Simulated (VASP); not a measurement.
# VASP 6.6.1 run: PbS

INCAR

```
NELM = 120
NBANDS = 17
GGA = PE
SIGMA = 0.02
EDIFF = 1E-7
ENCUT = 520
NSW = 0
ISMEAR = -1
LASPH = .TRUE.
LCHARG = .FALSE.
IBRION = -1
LREAL = .FALSE.
ISIF = 2
ADDGRID = .TRUE.
PREC = Accurate
LWAVE = .FALSE.
```

KPOINTS

```
KPOINTS created by Atomic Simulation Environment
0
Gamma
8 8 8
0 0 0
```

POSCAR

```
Pb S
 1.0000000000000000
     0.0399758582000000    2.9973362076000001    2.9973362076000001
     2.9973362076000001    0.0399758582000000    2.9973362076000001
     2.9973362076000001    2.9973362076000001    0.0399758582000000
 Pb  S
   1   1
Cartesian
  0.0000000000000000  0.0000000000000000  0.0000000000000000
  3.0173241366999992  3.0173241366999997  3.0173241366999997
```

The recommended PBE PAW datasets give the neutral cell 20 valence electrons.

Command

```
mpirun -np 1 vasp_std
```

OSZICAR

```
N       E                     dE             d eps       ncg     rms          rms(c)
DAV:   1     0.159310768731E+03    0.15931E+03   -0.96301E+03  2226   0.123E+03
DAV:   2     0.341750862589E+01   -0.15589E+03   -0.15008E+03  2288   0.318E+02
DAV:   3    -0.892387531880E+01   -0.12341E+02   -0.12239E+02  2870   0.930E+01
DAV:   4    -0.924406873894E+01   -0.32019E+00   -0.31982E+00  2856   0.163E+01
DAV:   5    -0.925484191237E+01   -0.10773E-01   -0.10772E-01  3269   0.293E+00    0.455E+00
DAV:   6    -0.875710059695E+01    0.49774E+00   -0.14245E+00  3449   0.798E+00    0.320E+00
DAV:   7    -0.875799442299E+01   -0.89383E-03   -0.14544E-01  2596   0.190E+00    0.184E+00
DAV:   8    -0.876170209307E+01   -0.37077E-02   -0.16647E-02  2528   0.138E+00    0.276E-01
DAV:   9    -0.876118059358E+01    0.52150E-03   -0.36177E-03  3497   0.519E-01    0.851E-02
DAV:  10    -0.876136826735E+01   -0.18767E-03   -0.38119E-04  2484   0.114E-01    0.575E-02
DAV:  11    -0.876137589025E+01   -0.76229E-05   -0.64607E-05  3045   0.857E-02    0.173E-02
DAV:  12    -0.876137679504E+01   -0.90479E-06   -0.44082E-06  2818   0.210E-02    0.335E-03
DAV:  13    -0.876137679874E+01   -0.37005E-08   -0.20828E-07  2801   0.440E-03
   1 F= -.87613768E+01 E0= -.87613760E+01  d E =-.165074E-05
```

From OUTCAR

```
k-points           NKPTS =     65   k-points in BZ     NKDIM =     65   number of bands    NBANDS=     17

   NELECT =      20.0000    total number of electrons

   dimension x,y,z NGX =    32 NGY =   32 NGZ =   32
   dimension x,y,z NGXF=    64 NGYF=   64 NGZF=   64

  energy-cutoff  :      520.00
  volume of cell :       52.78
      direct lattice vectors                 reciprocal lattice vectors
     0.039975858  2.997336208  2.997336208    -0.170189674  0.167949707  0.167949707
     2.997336208  0.039975858  2.997336208     0.167949707 -0.170189674  0.167949707
     2.997336208  2.997336208  0.039975858     0.167949707  0.167949707 -0.170189674

 k-points in reciprocal lattice and weights: KPOINTS created by Atomic Simulation Env
   0.00000000  0.00000000  0.00000000       0.002
   0.12500000  0.00000000 -0.00000000       0.012
   0.25000000  0.00000000 -0.00000000       0.012
   0.37500000  0.00000000  0.00000000       0.012
   0.50000000  0.00000000 -0.00000000       0.006
   0.12500000  0.12500000  0.00000000       0.012
   0.25000000  0.12500000  0.00000000       0.023
   0.37500000  0.12500000  0.00000000       0.023
   ...

 E-fermi :   5.8680

 k-point     1 :       0.0000    0.0000    0.0000
  band No.  band energies     occupation
      1     -11.1384      2.00000
      2     -11.1384      2.00000
      3     -11.1349      2.00000
      4     -11.1182      2.00000
      5     -11.1182      2.00000
      6      -7.8217      2.00000
      7      -0.3905      2.00000
      8       3.4569      2.00000
      9       3.6056      2.00000
     10       3.6056      2.00000
     11      10.8457      0.00000
     12      10.8457      0.00000
     13      10.8586      0.00000
     14      12.2634      0.00000
     15      12.5191      0.00000
     16      12.5191      0.00000
     17      14.3703      0.00000

 k-point     2 :       0.1250    0.0000   -0.0000
  band No.  band energies     occupation
      1     -11.1386      2.00000
      2     -11.1325      2.00000
      3     -11.1319      2.00000
      4     -11.1214      2.00000
      5     -11.1187      2.00000
      6      -7.6901      2.00000
      7      -0.8165      2.00000
      8       3.5161      2.00000
      9       3.6415      2.00000
     10       3.9030      2.00000
     11       9.6394      0.00000
     12      10.0749      0.00000
     13      10.0838      0.00000
     14      12.3832      0.00000
     15      12.6593      0.00000
     16      12.8930      0.00000
     17      15.5617      0.00000

 k-point     3 :       0.2500    0.0000   -0.0000
  band No.  band energies     occupation
      1     -11.1427      2.00000
      2     -11.1339      2.00000
      3     -11.1327      2.00000
      4     -11.1134      2.00000
      5     -11.1081      2.00000
      6      -7.3251      2.00000
      7      -1.7450      2.00000
      8       3.6460      2.00000
      9       3.7448      2.00000
     10       4.5186      2.00000
     11       8.0047      0.00000
     12       8.8587      0.00000
     13       8.8941      0.00000
     14      12.5425      0.00000
     15      13.5069      0.00000
     16      13.7615      0.00000
     17      17.5425      0.00000

 ...

  Total        0.4758930      0.4758930      0.4758930     -0.0898420     -0.0898420     -0.0898420
  in kB       14.4463937     14.4463937     14.4463937     -2.7272787     -2.7272787     -2.7272787
  external PRESSURE =      14.4463937 kB  Pullay stress =       0.0000000 kB

 POSITION                                       TOTAL-FORCE (eV/Angst)
 -----------------------------------------------------------------------------------
      0.00000      0.00000      0.00000         0.000000     -0.000000     -0.000000
      3.01732      3.01732      3.01732        -0.000000      0.000000      0.000000
 -----------------------------------------------------------------------------------
    total drift:                                0.000000     -0.000000     -0.000000

  FREE ENERGIE OF THE ION-ELECTRON SYSTEM (eV)
  ---------------------------------------------------
  free  energy   TOTEN  =        -8.7613767987 eV

  energy  without entropy=       -8.7613751480  energy(sigma->0) =       -8.76137597
```

It converged. Results: gap between bands v and c on the k mesh 0.29 eV; least direct gap on the k mesh 0.39 eV; pressure 1.4 GPa. Band v is the last that the valence electrons fill when counted band by band, and c is the next.

For comparison, a separate PBE run of the intended cell, on usual settings and not on those above, gives a gap of 0.29 eV on its mesh and a pressure of 1.4 GPa.

The run above took about 44 s on one core of a shared host (Intel Xeon Platinum 8488C) and held 0.3 GiB at most.
